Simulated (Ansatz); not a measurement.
Te2Mo, a slab with vacuum:

```
Te Mo
1.0
     3.56242    0.00000    0.00000
    -1.78121    3.08514    0.00000
     0.00000    0.00000   31.56327
Te Mo
6 3
Direct
  0.00000 0.00000 0.05676
  0.33333 0.66667 0.28899
  0.33333 0.66667 0.82440
  0.33333 0.66667 0.17560
  0.33333 0.66667 0.71101
  0.00000 0.00000 0.94324
  0.33333 0.66667 0.00000
  0.00000 0.00000 0.23231
  0.00000 0.00000 0.76769
```

Base run:

| Quantity | Value |
| --- | --- |
| Program | Ansatz 0.2.0 |
| Functional | r2SCAN |
| Potentials or basis | Ansatz PAW |
| Cutoff | 500 eV (not typed: the program's choice for these potentials) |
| k mesh | 7 × 7 × 1 |
| Occupations | fermi-dirac, width 0.05 eV |
| Spin | no spin polarisation |
| Hubbard terms | Mo d U = 6 eV |

Its results: band gap on the k mesh 0.93 eV, indirect (least direct gap 0.94 eV); largest force 0.197 eV/Å.

Problem. The run is repeated on the same cell with these changes: hubbard terms from Mo d U = 6 eV to Mo d U = 3 eV. What comes out?

Solution. Band gap on the k mesh 1.25 eV, indirect (least direct gap 1.32 eV); largest force 0.079 eV/Å.

Caveats: odd divisions of the mesh miss points on the zone boundary, where band edges often lie, so the gap on the mesh can be too wide; spin-orbit coupling is left out, which moves the levels of the heavy elements; the PAW data sets come from PBE, with cores solved anew for the run's functional, which leaves a small shift of forces and pressure; the U is typed as a test and isn't derived for this compound.

A k mesh can miss the band edges.
